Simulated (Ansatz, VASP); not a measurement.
**Two plane-wave programs on BeSe**

```xyz
2
Lattice="0.0000 2.5840 2.5840 2.5840 0.0000 2.5840 2.5840 2.5840 0.0000" Properties=species:S:1:pos:R:3 pbc="T T T"
Be    0.0000    0.0000    0.0000
Se    1.2920    1.2920    1.2920
```

Alike in both runs: task relaxation of cell and atoms; functional PBE; dispersion D3(BJ); k mesh 8 × 8 × 8; occupations gaussian, width 0.02 eV; no spin polarisation.

```csv
,VASP,Ansatz
version,VASP 6.6.1,Ansatz 0.2.0
potentials or method,"VASP PAW PBE potentials, release 64 (Be, Se)","scalar-relativistic, plane waves, PAW"
plane-wave cutoff (eV),600,420
valence electrons in the cell,8,18
```

|  | VASP | Ansatz | Ansatz less VASP |
| --- | --- | --- | --- |
| gap on the k mesh at the Fermi level, each at its own relaxed structure (eV) | 2.58 | 2.59 | +0.006 |
| relaxed volume (Å³/atom) | 16.71 | 16.66 | -0.046 |
| relaxed cell length with the largest relative difference (Å) | 3.616 | 3.612 | -0.0033 |
| energy change over the relaxation (meV/atom) | -4 | -5 | -0.7 |

The two sets of potentials don't hold the same shells in valence.

A k mesh can miss the band edges. A hybrid or GW would open this gap; PBE tends to underestimate it.
